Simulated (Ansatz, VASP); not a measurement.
One calculation of GaP, two programs

Contents of INCAR:

```
PREC     = Accurate       # precision mode
ENCUT    = 520            # plane-wave cutoff, eV
EDIFF    = 1E-6           # SCF threshold, eV
ISMEAR   = -1             # smearing method
SIGMA    = 0.05           # smearing width, eV
LREAL    = F              # projectors in reciprocal space
LASPH    = T              # aspherical terms in the spheres
NELM     = 80             # most SCF steps
ALGO     = Normal         # electronic algorithm
ISIF     = 2              # what is computed and relaxed
LWAVE    = F              # write WAVECAR
LCHARG   = F              # write CHGCAR
GGA      = PE             # functional
NBANDS   = 16             # bands
```

KPOINTS

```
regular mesh
0
Gamma
  12 12 12
```

Contents of POSCAR:

```
GaP
1.0
    0.0000000000      2.5804676415      2.5804676415
    2.5804676415      0.0000000000      2.5804676415
    2.5804676415      2.5804676415      0.0000000000
Ga P
1 1
Direct
    0.0000000000      0.0000000000      0.0000000000
    0.5000000000      0.5000000000      0.5000000000
```

Input for Ansatz:

```yaml
crystal:
  lattice:
    - [0.0, 2.5804676415, 2.5804676415]
    - [2.5804676415, 0.0, 2.5804676415]
    - [2.5804676415, 2.5804676415, 0.0]
  atoms:
    - { symbol: Ga, position: [0.0, 0.0, 0.0] }
    - { symbol: P, position: [0.5, 0.5, 0.5] }
kpoints:
  mp_grid: { grid: [12, 12, 12] }
  band_path:
    path:
      - [0.0, 0.0, 0.0]
      - [0.5, 0.0, 0.5]
      - [0.625, 0.25, 0.625]
      - [0.375, 0.375, 0.75]
      - [0.0, 0.0, 0.0]
      - [0.5, 0.5, 0.5]
      - [0.5, 0.25, 0.75]
      - [0.5, 0.0, 0.5]
    npoints: 5
scf:
  occupations: { method: fermi_dirac, width: 0.05 }
hamiltonian:
  xc: pbe
  pseudopotentials:
    kind: all_electron
    lapw: { basis_error: 0.001 }
    relativity: none
output:
  forces: true
  stress: true
  eigenvalues: true
```

Alike in both runs: task single point; functional PBE; k mesh 12 × 12 × 12; occupations fermi-dirac, width 0.05 eV; no spin polarisation.

|  | VASP | Ansatz |
| --- | --- | --- |
| version | VASP 6.6.1 | Ansatz 0.2.0 |
| potentials or method | VASP PAW PBE potentials, release 64 (Ga_d, P) | all-electron LAPW, non-relativistic |
| plane-wave cutoff (eV) | 520 | see its input |

Ansatz gave:

```
pressure (GPa) : 0.3
```

**Question.** What did VASP give for the same quantities?

**Answer.** Pressure (GPa): 0.1.

Ansatz ran all-electron here, so the differences hold the error of VASP's frozen core and of both bases.
